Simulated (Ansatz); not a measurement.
Write the native input for Ansatz 0.2.0 that does the following.

- Task: relaxation of cell and atoms
- Functional: PBEsol
- Dispersion: D3(BJ)
- Potentials or basis: all-electron LAPW, scalar-relativistic
- Basis error allowed: 0.001 eV/atom
- k mesh: 8 × 8 × 8
- Occupations: fermi-dirac, width 0.05 eV
- Spin: no spin polarisation

GaSb:

```
CELL_PARAMETERS angstrom
0.00000 3.05900 3.05900
3.05900 0.00000 3.05900
3.05900 3.05900 0.00000
ATOMIC_POSITIONS crystal
Sb 0.75000 0.75000 0.75000
Ga 0.00000 0.00000 0.00000
```

These files were run (other wordings do the same):

input.yaml

```yaml
crystal:
  lattice:
    - [0.0, 3.059, 3.059]
    - [3.059, 0.0, 3.059]
    - [3.059, 3.059, 0.0]
  atoms:
    - { symbol: Sb, position: [0.75, 0.75, 0.75] }
    - { symbol: Ga, position: [0.0, 0.0, 0.0] }
kpoints:
  mp_grid: { grid: [8, 8, 8] }
scf:
  occupations: { method: fermi_dirac, width: 0.05 }
hamiltonian:
  xc: pbesol
  dispersion: d3bj
  pseudopotentials: { kind: all_electron, lapw: { basis_error: 0.001 } }
output:
  forces: true
  stress: true
relax:
  f_tol: 0.01
  max_steps: 60
  cell: {}
```

Potentials or basis: all-electron LAPW, scalar-relativistic.

Command:

```sh
$ ansatz run input.yaml --threads 1 --pin off --max-ram 3072MiB --backend cpu --events-out ev --progress --plain --runs-dir out
```

Results of the run:

| Property | Result |
| --- | --- |
| Relaxed volume | 27.56 Å³/atom |
| Relaxed cell | a = 4.272 Å, b = 4.272 Å, c = 4.272 Å, α = 60.00°, β = 60.00°, γ = 60.00° |
| Space group after relaxing (to 0.05 Å) | F-43m (No. 216) |
| Energy gained by relaxing | 6.6 meV/atom |
| Ionic steps | 5 |
| Pressure after relaxing | 0.0 GPa |

It took 95 s on 1 thread of Intel(R) Xeon(R) Processor @ 2.50GHz (Skylake/Cascade Lake) (shared host), peak memory 0.36 GiB.
